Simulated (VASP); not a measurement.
# NaF (Villiaumite) (Fm-3m) in VASP: settings compared, part 2 of 3

VASP 6.6.1.

## 3. Band structure, r2SCAN

The input, INCAR:

```
SYSTEM = NaF
PREC     = Accurate       ! precision mode
ENCUT    = 520            ! plane-wave cutoff, eV
EDIFF    = 1E-7           ! SCF threshold, eV
ISMEAR   = 0              ! smearing method
SIGMA    = 0.02           ! smearing width, eV
LREAL    = .False.        ! projectors in reciprocal space
LASPH    = .True.         ! aspherical terms in the spheres
NELM     = 80             ! most SCF steps
ALGO     = Normal         ! electronic algorithm
ISIF     = 2              ! what is computed and relaxed
LWAVE    = .False.        ! write WAVECAR
LCHARG   = .False.        ! write CHGCAR
METAGGA  = R2SCAN         ! meta-GGA
LMIXTAU  = .True.
```

The input, KPOINTS:

```
Automatic mesh
0
Gamma
  10 10 10
  0 0 0
```

The input, POSCAR:

```
NaF
1.0
    0.0000000000      2.3200000000      2.3200000000
    2.3200000000      0.0000000000      2.3200000000
    2.3200000000      2.3200000000      0.0000000000
Na F
1 1
Direct
    0.0000000000      0.0000000000      0.0000000000
    0.5000000000      0.5000000000      0.5000000000
```

The input, KPOINTS_OPT:

```
path GXWKGLUWLK,UX
20
line-mode
reciprocal
 0.0000000000  0.0000000000  0.0000000000  G
 0.5000000000  0.0000000000  0.5000000000  X

 0.5000000000  0.0000000000  0.5000000000  X
 0.5000000000  0.2500000000  0.7500000000  W

 0.5000000000  0.2500000000  0.7500000000  W
 0.3750000000  0.3750000000  0.7500000000  K

 0.3750000000  0.3750000000  0.7500000000  K
 0.0000000000  0.0000000000  0.0000000000  G

 0.0000000000  0.0000000000  0.0000000000  G
 0.5000000000  0.5000000000  0.5000000000  L

 0.5000000000  0.5000000000  0.5000000000  L
 0.6250000000  0.2500000000  0.6250000000  U

 0.6250000000  0.2500000000  0.6250000000  U
 0.5000000000  0.2500000000  0.7500000000  W

 0.5000000000  0.2500000000  0.7500000000  W
 0.5000000000  0.5000000000  0.5000000000  L

 0.5000000000  0.5000000000  0.5000000000  L
 0.3750000000  0.3750000000  0.7500000000  K

 0.6250000000  0.2500000000  0.6250000000  U
 0.5000000000  0.0000000000  0.5000000000  X
```

Potentials or basis: VASP PAW PBE potentials, release 64 (Na_pv, F).

Command:

```bash
cat potpaw_PBE.64/Na_pv/POTCAR potpaw_PBE.64/F/POTCAR > POTCAR
mpirun -np 1 vasp_std > vasp.out
```

OUTCAR:

```text
SYSTEM = NaF
   PREC = Accurate
   ENCUT = 520
   EDIFF = 1E-7
   ISMEAR = 0
   LREAL = .False.
   LASPH = .True.
   NELM = 80
   ISIF = 2
   METAGGA = R2SCAN

 ion  position               nearest neighbor table
   1  0.000  0.000  0.000-   2 2.32   2 2.32   2 2.32   2 2.32   2 2.32   2 2.32
   2  0.500  0.500  0.500-   1 2.32   1 2.32   1 2.32   1 2.32   1 2.32   1 2.32

  LATTYP: Found a face centered cubic cell.
 ALAT       =     4.6400000000

  Lattice vectors:

 A1 = (   0.0000000000,   2.3200000000,   2.3200000000)
 A2 = (   2.3200000000,   0.0000000000,   2.3200000000)
 A3 = (   2.3200000000,   2.3200000000,   0.0000000000)

Analysis of symmetry for initial positions (statically):
=====================================================================
 Subroutine PRICEL returns:
 Original cell was already a primitive cell.

 Routine SETGRP: Setting up the symmetry group for a
 face centered cubic supercell.

 Subroutine GETGRP returns: Found 48 space group operations
 (whereof 48 operations were pure point group operations)
 out of a pool of 48 trial point group operations.

The static configuration has the point symmetry O_h .

Analysis of symmetry for dynamics (positions and initial velocities):
=====================================================================
 Subroutine PRICEL returns:
 Original cell was already a primitive cell.

 Routine SETGRP: Setting up the symmetry group for a
 face centered cubic supercell.

 Subroutine GETGRP returns: Found 48 space group operations
 (whereof 48 operations were pure point group operations)
 out of a pool of 48 trial point group operations.

The dynamic configuration has the point symmetry O_h .

 Subroutine INISYM returns: Found 48 space group operations
 (whereof 48 operations are pure point group operations),
 and found     1 'primitive' translations

----------------------------------------------------------------------------------------

                                     Primitive cell

  volume of cell :      24.9743

  direct lattice vectors                    reciprocal lattice vectors
     0.000000000  2.320000000  2.320000000    -0.215517241  0.215517241  0.215517241
     2.320000000  0.000000000  2.320000000     0.215517241 -0.215517241  0.215517241
     2.320000000  2.320000000  0.000000000     0.215517241  0.215517241 -0.215517241

  length of vectors
     3.280975465  3.280975465  3.280975465     0.373286812  0.373286812  0.373286812

  position of ions in fractional coordinates (direct lattice)
     0.000000000  0.000000000  0.000000000
     0.500000000  0.500000000  0.500000000

  ion indices of the primitive-cell ions
   primitive index   ion index
                 1           1
                 2           2

----------------------------------------------------------------------------------------

 KPOINTS: Automatic mesh

Automatic generation of k-mesh.
 Grid dimensions read from file:
 generate k-points for:   10   10   10

 Generating k-lattice:

  Cartesian coordinates                     Fractional coordinates (reciprocal lattice)
    -0.021551724  0.021551724  0.021551724     0.100000000  0.000000000  0.000000000
     0.021551724 -0.021551724  0.021551724     0.000000000  0.100000000  0.000000000
[... 41 lines left out ...]
   number of dos      NEDOS =    301   number of ions     NIONS =      2
   total plane-waves  NPLWV =  13824
   dimension x,y,z NGX =    24 NGY =   24 NGZ =   24
   dimension x,y,z NGXF=    48 NGYF=   48 NGZF=   48
   ions per type =               1   1
   NGX,Y,Z   is equivalent  to a cutoff of  12.16, 12.16, 12.16 a.u.
   NGXF,Y,Z  is equivalent  to a cutoff of  24.32, 24.32, 24.32 a.u.
 SYSTEM =  NaF
   PREC   = accura    normal or accurate (medium, high low for compatibility)
   ISTART =      0    job   : 0-new  1-cont  2-samecut
   ICHARG =      2    charge: 1-file 2-atom 10-const
   ISPIN  =      1    spin polarized calculation?
   LNONCOLLINEAR =      F non collinear calculations
   LSORBIT =      F    spin-orbit coupling
   LASPH  =      T    aspherical Exc in radial PAW
   ENCUT  =  520.0 eV  38.22 Ry    6.18 a.u.   6.10  6.10  6.10*2*pi/ulx,y,z
   NELM   =     80;   NELMIN=  2; NELMDL= -5     # of ELM steps
   EDIFF  = 0.1E-06   stopping-criterion for ELM
   LREAL  =      F    real-space projection
   EDIFFG = 0.1E-05   stopping-criterion for IOM
   NSW    =      0    number of steps for IOM
   IBRION =     -1    ionic relax: 0-MD 1-quasi-New 2-CG
   NFREE  =      0    steps in history (QN), initial steepest desc. (CG)
   ISIF   =      2    stress and relaxation
   ISYM   =      2    0-nonsym 1-usesym 2-fastsym
   POTIM  = 0.5000    time-step for ionic-motion
   TEBEG  =    0.0;   TEEND  =   0.0 temperature during run
   PSTRESS=    0.0 pullay stress
   NELECT =      14.0000    total number of electrons
   NUPDOWN=      -1.0000    fix difference up-down
   EMIN   =  10.00;   EMAX   =-10.00  energy-range for DOS
   EFERMI =   0.00;   METHOD = LEGACY
   ISMEAR =     0;   SIGMA  =   0.02  broadening in eV -4-tet -1-fermi 0-gaus
   EFERMI_NEDOS =   21; number of points for ismear=-14 and -15
   IALGO  =     38    algorithm
   IMIX   =      4    mixing-type and parameters
     AMIX     =   0.40;   BMIX     =  1.00
     AMIX_MAG =   1.60;   BMIX_MAG =  1.00
  volume/ion in A,a.u.               =      12.49        84.27
  Fermi-wavevector in a.u.,A,eV,Ry     =   1.349852  2.550851 24.791186  1.822101
  Thomas-Fermi vector in A             =   2.477405
   LORBIT       =      0    0 simple, 1 ext, 2 COOP (PROOUT), +10 PAW based schemes
   METAGGA = R2SCAN    functional components
   LHFCALC =     F    Hartree Fock is set to
   AEXX    =    0.0000 exact exchange contribution
   IVDW    =     0    specifies the selected vdW correction
   LEPSILON=     F    determine dielectric tensor
   LRPA    =     F    only Hartree local field effects (RPA)
 non-spin polarized calculation
 Gauss-broadening in eV      SIGMA  =   0.02
  energy-cutoff  :      520.00
  volume of cell :       24.97
 maximum number of plane-waves:       692
   NGX = 13   NGY = 13   NGZ = 13

 number of electron      13.9999982 magnetization

 Free energy of the ion-electron system (eV)
  ---------------------------------------------------
  ext. energy  EPLUGINS =         0.00000000
  ---------------------------------------------------
  free energy    TOTEN  =       -12.59690772 eV

  energy without entropy =      -12.59690772  energy(sigma->0) =      -12.59690772

 E-fermi :  -2.6620     XC(G=0):  -9.7540

 val. band max:       -2.7413639263   @ k =   0.0000   0.0000   0.0000
 cond. band min:       4.4077928493   @ k =   0.0000   0.0000   0.0000
 fundamental gap:      7.1491567756
 Fermi energy:        -2.6619838956

 k-point     1 :       0.0000    0.0000    0.0000
  band No.  band energies     occupation
      1     -23.0305      2.00000
      2     -22.2532      2.00000
      3     -22.2527      2.00000
      4     -22.2527      2.00000
      5      -2.7414      2.00000
      6      -2.7414      2.00000
      7      -2.7414      2.00000
      8       4.4078      0.00000
      9      17.0129      0.00000
     10      17.0129      0.00000
     11      17.0129      0.00000
[... 309 lines left out ...]
 k-point    24 :       0.4000    0.3000    0.0000
  band No.  band energies     occupation
      1     -23.0848      2.00000
      2     -22.2976      2.00000
      3     -22.2901      2.00000
      4     -22.0840      2.00000
      5      -3.8902      2.00000
      6      -3.1199      2.00000
      7      -3.0658      2.00000
      8       8.7263      0.00000
      9      11.7448      0.00000
     10      15.1870      0.00000
     11      18.0109      0.00000

 [... further k-points ...]

------------------------ aborting loop because EDIFF is reached ----------------------------------------

  FORCE on cell =-STRESS in cart. coord.  units (eV):
  Direction    XX          YY          ZZ          XY          YZ          ZX
  --------------------------------------------------------------------------------------
  -------------------------------------------------------------------------------------
  Total       -0.3147184     -0.3147184     -0.3147184      0.0000000     -0.0000000     -0.0000000
  in kB      -20.1901149    -20.1901149    -20.1901149      0.0000000     -0.0000000     -0.0000000
  external PRESSURE =     -20.1901149 kB  Pullay stress =       0.0000000 kB

 VOLUME and BASIS-vectors are now :
 -----------------------------------------------------------------------------
  energy-cutoff  :      520.00
  volume of cell :       24.97
      direct lattice vectors                 reciprocal lattice vectors
     0.000000000  2.320000000  2.320000000    -0.215517241  0.215517241  0.215517241
     2.320000000  0.000000000  2.320000000     0.215517241 -0.215517241  0.215517241
     2.320000000  2.320000000  0.000000000     0.215517241  0.215517241 -0.215517241

 POSITION                                       TOTAL-FORCE (eV/Angst)
 -----------------------------------------------------------------------------------
      0.00000      0.00000      0.00000         0.000000      0.000000      0.000000
      2.32000      2.32000      2.32000        -0.000000     -0.000000     -0.000000
 -----------------------------------------------------------------------------------
    total drift:                                0.000000     -0.000000      0.000000

  FREE ENERGIE OF THE ION-ELECTRON SYSTEM (eV)
  ---------------------------------------------------
  free  energy   TOTEN  =       -12.5969077160 eV

  energy  without entropy=      -12.5969077160  energy(sigma->0) =      -12.59690772
```

Wall time 78 s (1 thread of Intel Xeon Platinum 8488C (Sapphire Rapids), shared host); peak memory 0.15 GiB.

What came out:

```yaml
Free_energy: -12.5969 eV
Pressure: -2.0 GPa
Band_gap_on_the_k_mesh: 7.15 eV, direct
Band_gap_along_the_path: 7.15 eV, direct
```

Levels at the corners of the path, in eV from the valence-band top:
```csv
point,band 4,band 5,band 6,band 7,band 8,band 9,band 10,band 11
Γ,-19.51,0.00,0.00,0.00,7.15,19.75,19.75,19.75
X,-19.56,-1.26,-0.40,-0.40,13.90,14.02,14.80,21.05
X,-19.56,-1.26,-0.40,-0.40,13.90,14.02,14.80,21.05
W,-19.27,-0.86,-0.86,-0.56,14.00,14.00,16.51,17.96
W,-19.27,-0.86,-0.86,-0.56,14.00,14.00,16.51,17.96
K,-19.29,-1.04,-0.81,-0.37,13.58,14.07,15.95,20.38
K,-19.29,-1.04,-0.81,-0.37,13.58,14.07,15.95,20.38
Γ,-19.51,0.00,0.00,0.00,7.15,19.75,19.75,19.75
Γ,-19.51,0.00,0.00,0.00,7.15,19.75,19.75,19.75
L,-18.99,-1.54,-0.26,-0.26,11.60,13.38,21.37,21.37
L,-18.99,-1.54,-0.26,-0.26,11.60,13.38,21.37,21.37
U,-19.29,-1.04,-0.81,-0.37,13.58,14.07,15.95,20.38
U,-19.29,-1.04,-0.81,-0.37,13.58,14.07,15.95,20.38
W,-19.27,-0.86,-0.86,-0.56,14.00,14.00,16.51,17.96
W,-19.27,-0.86,-0.86,-0.56,14.00,14.00,16.51,17.96
L,-18.99,-1.54,-0.26,-0.26,11.60,13.38,21.37,21.37
L,-18.99,-1.54,-0.26,-0.26,11.60,13.38,21.37,21.37
K,-19.29,-1.04,-0.81,-0.37,13.58,14.07,15.95,20.38
U,-19.29,-1.04,-0.81,-0.37,13.58,14.07,15.95,20.38
X,-19.56,-1.26,-0.40,-0.40,13.90,14.02,14.80,21.05
```

Caveat: the PAW data sets were made with another functional, which shifts forces and pressure a little.

(Part 2 of 3 ends here.)
